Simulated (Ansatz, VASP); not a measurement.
## Mo (zigzag Mo chain) in two plane-wave programs

One calculation is typed for both programs; each brings its own data sets. How far apart do they land? The structure shown is the start of the Ansatz relaxation below; VASP solves that cell, so the two are compared at the walk's first step. Other levels of theory on this material are compared in a session of their own.

Main program and level: Ansatz 0.2.0; plane waves, with VASP 6.6.1 beside it; single point at PBEsol.

**1. The structure**

The cell holds 2 atoms: 2 Mo. Its edges and angles: a = 9.000 Å, b = 7.500 Å, c = 5.167 Å, α = 90.0°, β = 90.0°, γ = 90.0°. Vacuum lies along a and b. The structure's axis is c.

**2. Ansatz: relaxation, PBEsol**

Ansatz runs on its default PAW (the set named soft_2) files.

The two programs are compared at the cell with which this relaxation starts, whose forces are those of its first step.

Contents of input.yaml:

```yaml
crystal:
  lattice:
    - [9.0, 0.0, 0.0]
    - [0.0, 7.5, 0.0]
    - [0.0, 0.0, 5.1670093134]
  atoms:
    - { symbol: Mo, position: [0.423684789, 0.5, 0.0], spin: 3.0 }
    - { symbol: Mo, position: [0.576315211, 0.5, 0.5], spin: -3.0 }
magnetization:
  spin_polarized: true
kpoints:
  mp_grid: { grid: [1, 1, 16] }
scf:
  occupations: { method: fermi_dirac, width: 0.05 }
hamiltonian:
  xc: pbesol
relax:
  cell: { fix: [a, b, alpha, beta, gamma] }
  max_steps: 60
```

Started as:

```sh
> ansatz run input.yaml --threads 4 --pin off --max-ram 8192MiB --backend cpu --events-out ev --progress --plain --runs-dir out
```

Numbers of over 12 decimals in the logs are rounded to 6 here.

Output:

```text
Engine: ansatz 0.2.0, aarch64-unknown-linux-gnu
Pseudopotentials: kind: paw
Pseudopotential: Mo, paw, valence charge 14, recommended cutoff 420 eV (normal), Mo.paw.azcp
Functional definition: PBEsol
  exchange = pbesol_x
  correlation = pbesol_c
Crystal: 2 atoms, lattice volume = 348.773 Å³
Basis set: ecut = 420 eV, 6819 PW (Γ), exchange–correlation on 128×108×72 points (8 copies of the dense FFT grid, shifted against one another)
Bands: 21, of which v1, the nominal top of the filled ones, is band 14 counted from 1 (13 counted from 0)
Symmetry: 4 space group operations
Space group: Pmm2 (ITA 25), of the structure as read, at distance tolerance 7.0e-5 Å
Magnetic group: BNS 51.293 (UNI 391), of the structure as read, at distance tolerance 7.0e-5 Å
k-points: 9 of 16
Non-local potential: Mo, projectors of the file, l = 0: 3, l = 1: 2, l = 2: 2, l = 3: 1
PAW form: soft (Blöchl's): semilocal exchange-correlation on the pseudo side does not see the compensation charge
PAW frozen core: Mo, regenerated for the run's functional, and the local potential with it (the file was generated under x = pbe(κ = 0.804, μ = 0.219515), c = pbe(β = 0.066725))
PAW one-centre angular grid: Mo, 590 points (default); XC on 64 Gauss nodes
Initial density: superposition of atomic densities (neutral atoms: chi_scale 0, normalization atom)
Starting moments: Σ|m| = 6 μB on 2 of 2 sites
Starting magnetic order: antiferromagnet; an inversion exchanges its spin sublattices: spin-degenerate at every k-point
Initial wavefunctions: pseudopotential atomic-orbital guess
Functional: x = pbesol(κ = 0.804, μ = 0.123457), c = pbesol(β = 0.046)
SCF iter   1: F=—  HF=-9783.595181 eV  |F-HF|=—  |Δ(HF+E_count)|=         —  Δρ=1.13e-2 (↑1.13e-2 ↓1.13e-2)  dr2=2.13e0  dr2_m=1.63e-1  M=-0.000 μB ∫|m|=6.843 μB  β_m=0.30  ethr=3.10e-3  ⟨swp⟩=6.4  Hψ=1828  notcnv=0
Mixer restart at iter 1: flushing history
preconditioner: auto → Resta (q_TF=auto, 1.792 Å⁻¹)  ε∞=8.6  [insulator: Δε(μ)=0.447 eV  Ē_g=2.493 eV  σ=0.050 eV  W_gap=0.98  n_scr=34 (ndim 8)  ℏωp=6.9 eV  f_vac=0.622  D(μ)=0.14/eV (n_scr^D=0)  ε∞_Penn≈8.6  vacuum switching on, ρ_ref=4.5e-4 e/Å³]
spin=Collinear: Resta preconditioning applied to the charge; magnetization (m = ρ↑ − ρ↓) channel mixes plain (no charge-response kernel on spin).
SCF iter   2: F=—  HF=-9783.416939 eV  |F-HF|=—  |Δ(HF+E_count)|=   1.78e-1  Δρ=8.64e-3 (↑8.64e-3 ↓8.64e-3)  dr2=1.03e0  dr2_m=1.34e-1  M=-0.000 μB ∫|m|=7.156 μB  β_m=0.63  ethr=3.10e-3  ⟨swp⟩=2.0  Hψ=632  notcnv=0
SCF iter   3: F=—  HF=-9783.609817 eV  |F-HF|=—  |Δ(HF+E_count)|=   1.93e-1  Δρ=4.15e-3 (↑4.14e-3 ↓4.15e-3)  dr2=4.15e-2  dr2_m=5.12e-2  M=-0.000 μB ∫|m|=8.092 μB  β_m=0.82  ethr=3.10e-3  ⟨swp⟩=2.2  Hψ=618  notcnv=0
SCF iter   4: F=—  HF=-9783.864638 eV  |F-HF|=—  |Δ(HF+E_count)|=         —  Δρ=3.48e-3 (↑3.48e-3 ↓3.47e-3)  dr2=2.21e-2  dr2_m=3.60e-2  M=0.000 μB ∫|m|=8.634 μB  β_m=0.82  ethr=1.48e-4  ⟨swp⟩=2.6  Hψ=788  notcnv=0  defer=10
Mixer restart at iter 4: flushing history
SCF iter   5: F=—  HF=-9783.857305 eV  |F-HF|=—  |Δ(HF+E_count)|=   7.33e-3  Δρ=7.67e-4 (↑7.64e-4 ↓7.67e-4)  dr2=4.20e-3  dr2_m=1.53e-3  M=-0.000 μB ∫|m|=8.675 μB  β_m=0.90  ethr=7.90e-5  ⟨swp⟩=2.0  Hψ=634  notcnv=0  defer=10
SCF iter   6: F=—  HF=-9783.860861 eV  |F-HF|=—  |Δ(HF+E_count)|=   3.56e-3  Δρ=2.83e-4 (↑2.83e-4 ↓2.76e-4)  dr2=1.87e-3  dr2_m=1.44e-4  M=0.000 μB ∫|m|=8.707 μB  β_m=0.95  ethr=1.50e-5  ⟨swp⟩=2.0  Hψ=656  notcnv=0  defer=10
SCF iter   7: F=—  HF=-9783.863357 eV  |F-HF|=—  |Δ(HF+E_count)|=   2.50e-3  Δρ=1.41e-4 (↑1.41e-4 ↓1.32e-4)  dr2=4.04e-4  dr2_m=2.63e-5  M=-0.000 μB ∫|m|=8.709 μB  β_m=0.98  ethr=6.68e-6  ⟨swp⟩=2.0  Hψ=602  notcnv=0  defer=10
SCF iter   8: F=—  HF=-9783.864966 eV  |F-HF|=—  |Δ(HF+E_count)|=   1.61e-3  Δρ=3.16e-5 (↑3.07e-5 ↓3.16e-5)  dr2=2.54e-5  dr2_m=1.02e-6  M=0.000 μB ∫|m|=8.710 μB  β_m=0.99  ethr=1.44e-6  ⟨swp⟩=2.0  Hψ=602  notcnv=0  defer=10
[...]
SCF 1 converged in 12 iterations: F = -9783.865066 eV  dr2 = 6.99e-9
[...]
Crystal: 2 atoms, lattice volume = 206.149 Å³
[...]
preconditioner: auto → Resta (q_TF=auto, 1.956 Å⁻¹)  ε∞=5.3  [insulator: Δε(μ)=0.140 eV  Ē_g=4.300 eV  σ=0.050 eV  W_gap=0.60  n_scr=20 (ndim 8)  ℏωp=9.0 eV  f_vac=0.628  D(μ)=1.35/eV (n_scr^D=4)  ε∞_Penn≈5.3  vacuum switching on, ρ_ref=1.3e-3 e/Å³]
spin=Collinear: Resta preconditioning applied to the charge; magnetization (m = ρ↑ − ρ↓) channel mixes plain (no charge-response kernel on spin).
[...]
SCF iter   7: F=-9788.256287 eV  HF=-9788.256287 eV  |F-HF|=5.78e-10  |Δ(HF+E_count)|=   1.23e-8  Δρ=3.66e-7 (↑3.62e-7 ↓3.66e-7)  dr2=3.08e-10  dr2_m=2.02e-10  M=-0.000 μB ∫|m|=0.000 μB  β_m=0.98  ethr=7.98e-12  ⟨swp⟩=1.0  Hψ=1152  notcnv=0
SCF iter   8: F=-9788.256287 eV  HF=-9788.256287 eV  |F-HF|=4.37e-11  |Δ(HF+E_count)|=   1.53e-9  Δρ=1.62e-7 (↑1.62e-7 ↓1.58e-7)  dr2=1.47e-10  dr2_m=2.62e-11  M=-0.000 μB ∫|m|=0.000 μB  ethr=1.10e-12  ⟨swp⟩=1.0  Hψ=1220  notcnv=0
the starting moments were not kept: the SCF closed with an absolute magnetisation of 7.0e-5 μB, where they sum to 6 μB in size (2 sites). That is at most 0.1 of that sum. Measured as dr2_m measures the in/out step, that magnetisation stands 4.8e-10 eV from none, at or under the dr2_threshold of 1.5e-7 eV: it is no larger than a step whose dr2_m would equal this threshold.
SCF 14 converged in 8 iterations: F = -9788.256287 eV  dr2 = 1.47e-10
relax step  14: F+E_penalty+E_count = -9788.25628677 eV  Δ(F+E_penalty+E_count) = -7.237e-5 eV  max|allowed force component| = 5.251e-5 eV/Å  Δτ_max = 0.0011 Å  P = -0.151 GPa  Ω = 206.149 Å³  energy of the carried Pulay correction = +2.127e-3 eV  fix = [a, b, alpha, beta, gamma]  reactions: a -0.104, b -0.349 GPa  (8 SCF iters, dr2 threshold 1.51e-7 eV, accepted)
Basis set: ecut = 420 eV, 4017 PW (Γ), exchange–correlation on 128×108×48 points (8 copies of the dense FFT grid, shifted against one another)
Initial wavefunctions: pseudopotential atomic-orbital guess (no wavefunctions were taken with the density)
iter 1 solved again at ethr=5.00e-7 eV; its pass at ethr=3.10e-3 eV (dr2=1.40e-4 eV) is discarded
SCF iter   1: F=—  HF=-9788.255410 eV  |F-HF|=—  |Δ(HF+E_count)|=         —  Δρ=5.69e-5 (↑5.69e-5 ↓5.69e-5)  dr2=2.87e-6  dr2_m=5.37e-11  M=-0.000 μB ∫|m|=0.000 μB  β_m=0.65  ethr=5.00e-7  ⟨swp⟩=3.2  Hψ=2832  notcnv=0
preconditioner: auto → Resta (q_TF=auto, 1.956 Å⁻¹)  ε∞=5.3  [insulator: Δε(μ)=0.138 eV  Ē_g=4.298 eV  σ=0.050 eV  W_gap=0.59  n_scr=20 (ndim 8)  ℏωp=9.0 eV  f_vac=0.628  D(μ)=1.37/eV (n_scr^D=8)  ε∞_Penn≈5.3  vacuum switching on, ρ_ref=1.3e-3 e/Å³]
spin=Collinear: Resta preconditioning applied to the charge; magnetization (m = ρ↑ − ρ↓) channel mixes plain (no charge-response kernel on spin).
SCF iter   2: F=—  HF=-9788.255389 eV  |F-HF|=—  |Δ(HF+E_count)|=   2.12e-5  Δρ=2.05e-5 (↑2.05e-5 ↓2.05e-5)  dr2=3.61e-7  dr2_m=3.81e-11  M=-0.000 μB ∫|m|=0.000 μB  β_m=0.63  ethr=1.03e-8  ⟨swp⟩=2.8  Hψ=643  notcnv=0
SCF iter   3: F=—  HF=-9788.255389 eV  |F-HF|=—  |Δ(HF+E_count)|=   5.38e-7  Δρ=2.17e-6 (↑2.17e-6 ↓2.17e-6)  dr2=5.04e-9  dr2_m=2.14e-11  M=-0.000 μB ∫|m|=0.000 μB  β_m=0.67  ethr=1.29e-9  ⟨swp⟩=2.9  Hψ=633  notcnv=0
SCF iter   4: F=—  HF=-9788.255389 eV  |F-HF|=—  |Δ(HF+E_count)|=   1.64e-8  Δρ=3.57e-7 (↑3.57e-7 ↓3.57e-7)  dr2=4.81e-10  dr2_m=1.33e-11  M=0.000 μB ∫|m|=0.000 μB  β_m=0.82  ethr=1.80e-11  ⟨swp⟩=2.8  Hψ=636  notcnv=0
SCF iter   5: F=—  HF=-9788.255389 eV  |F-HF|=—  |Δ(HF+E_count)|=   4.57e-9  Δρ=1.49e-7 (↑1.49e-7 ↓1.47e-7)  dr2=2.79e-10  dr2_m=7.15e-12  M=0.000 μB ∫|m|=0.000 μB  β_m=0.91  ethr=1.72e-12  ⟨swp⟩=2.8  Hψ=620  notcnv=0
SCF iter   6: F=—  HF=-9788.255389 eV  |F-HF|=—  |Δ(HF+E_count)|=  6.06e-10  Δρ=5.35e-8 (↑5.01e-8 ↓5.35e-8)  dr2=1.56e-11  dr2_m=3.09e-12  M=0.000 μB ∫|m|=0.000 μB  β_m=0.95  ethr=1.00e-12  ⟨swp⟩=2.1  Hψ=516  notcnv=0
SCF iter   7: F=-9788.255389 eV  HF=-9788.255389 eV  |F-HF|=1.82e-12  |Δ(HF+E_count)|=  1.27e-11  Δρ=3.66e-8 (↑3.66e-8 ↓1.98e-8)  dr2=1.23e-11  dr2_m=4.76e-13  M=0.000 μB ∫|m|=0.000 μB  ethr=1.00e-12  ⟨swp⟩=4.9  Hψ=1538  notcnv=0
the starting moments were not kept: the SCF closed with an absolute magnetisation of 9.8e-6 μB, where they sum to 6 μB in size (2 sites). That is at most 0.1 of that sum. Measured as dr2_m measures the in/out step, that magnetisation stands 9.3e-12 eV from none, at or under the dr2_threshold of 2.0e-11 eV: it is no larger than a step whose dr2_m would equal this threshold.
SCF 15 converged in 7 iterations: F = -9788.255389 eV  dr2 = 1.23e-11
relax step  15: F+E_penalty+E_count = -9788.25538918 eV  Δ(F+E_penalty+E_count) = +8.976e-4 eV  max|allowed force component| = 5.297e-4 eV/Å  Δτ_max = 0.0000 Å  P = -0.152 GPa  Ω = 206.149 Å³  fix = [a, b, alpha, beta, gamma]  reactions: a -0.103, b -0.350 GPa  stress off target by 2.72e-3 GPa on what of the cell is left free  SCF on the basis re-selected at this cell (its energy is not comparable with the rows above)  (7 SCF iters)
basis re-selected at this cell: Δ(F+E_penalty+E_count) = +8.976e-4 eV, ΔP = -0.001 GPa vs the last step (what re-selecting the basis moved, of the pressure what is left beyond the Pulay correction that the steps carried, after the strain that the cell walked since its last selection, with what the two solves' SCF thresholds leave and, on support functions, any second-order correction that the steps lacked; it is no measure of the basis error at this ecutwfc). The dense FFT grid was sized anew with the basis: this SCF ran on 64×54×24 points, the steps before it on 64×54×36, so part of this shift can come from that change (see relax.cell in the input reference). [rest of the remark cut]
SCF converged after 7 iterations
Magnetization: 0.0000 μB (14.0000 up, 14.0000 down)
Absolute magnetization: 0.0000 μB (∫|ρ↑−ρ↓|, with the PAW one-centre terms)
Spin contamination: 0.0000 ħ² per cell (⟨S²⟩ above its minimum at these occupations)
Per-site moments (μB) at R_I (Å): [(2.351803950035516e-6, 0.905599), (-2.351895184272644e-6, 0.905599)]
Free energy (F): -9788.255389 eV
Harris-Foulkes:  -9788.255389 eV  (|F-HF|=1.82e-12)
Internal energy: -9788.243482 eV  (E = F + TS)
E sigma→0 (E₀):  -9788.249435 eV
Entropy (-TS):   -0.011907 eV (-5.954 meV/atom)
Fermi energy:    0.395913 eV
--- Per-component energies (eV) ---
  E_band       = -679.085211
  E_kinetic    = 885.282129
  E_local      = -7227.655671  (includes V_loc(G=0)·N_el)
  E_nonlocal   = 300.266718
  E_hartree    = 3053.997996
  E_xc         = -358.903159
  E_vxc        = -449.032216  (∫ρ·V_xc dr)
  E_paw        = -6291.645930  (= ΣΔE_a)
  E_vpaw       = -295.942397  (= ΣTr[D̂ρ^β])
  E_aug_tail   = 0.000078  (compensation charges beyond the density's cutoff)
  E_ewald      = -150.004241
  E_core_change = 0.418599  (= ΣΔE_core)
  E_smearing   = -0.011907  (= −TS)
  E_closure    = -0.000000  (closes the sum)
  Σ components = -9788.255389   (vs F -9788.255389, Δ=0.00e0)
--- Forces (eV/Å), atoms counted from 1 ---
  atom   1  Mo    -0.00052731     0.00000000    -0.00000000
  atom   2  Mo     0.00053205    -0.00000000     0.00000000
  max |Σ_I F_I| component: 4.75e-6 eV/Å
--- Stress (GPa, compression-positive) ---
       -0.103414       0.000000      -0.000000
        0.000000      -0.349870       0.000000
       -0.000000       0.000000      -0.002717
  P = ⅓ Tr σ = -0.1520 GPa (-1.520 kbar)
--- Relaxed structure (14 steps of the walk, 13 accepted, 1 SCFs on fresh bases) ---
  F+E_penalty+E_count = -9788.25538918 eV   max|allowed force component| = 5.297e-4 eV/Å   (the final SCF, on the basis selected at the relaxed cell)
  cell:  # Å, volume = 206.1490 Å³
    - [9.0, 0, 0]
    - [0, 7.5, 0]
    - [0, 0, 3.054059]
  atoms:
    - { symbol: Mo, position: [0.412371, 0.5, 0.0] }
    - { symbol: Mo, position: [0.587629, 0.5, 0.5] }
```

(Continued in part 2 of 2.)

[Lines on the potential files, build, host, timing and source positions are cut from VASP's logs without a mark.]

[Logs are printed without paths, hosts, clocks, repeated set-up lines and the standing remarks that a program may print on its own settings, such as how far it seeks lower states.]

[Hosts, paths, dates, database ids (printed as entryN), source tags and the programs' standing remarks are cut or masked in the printed files.]
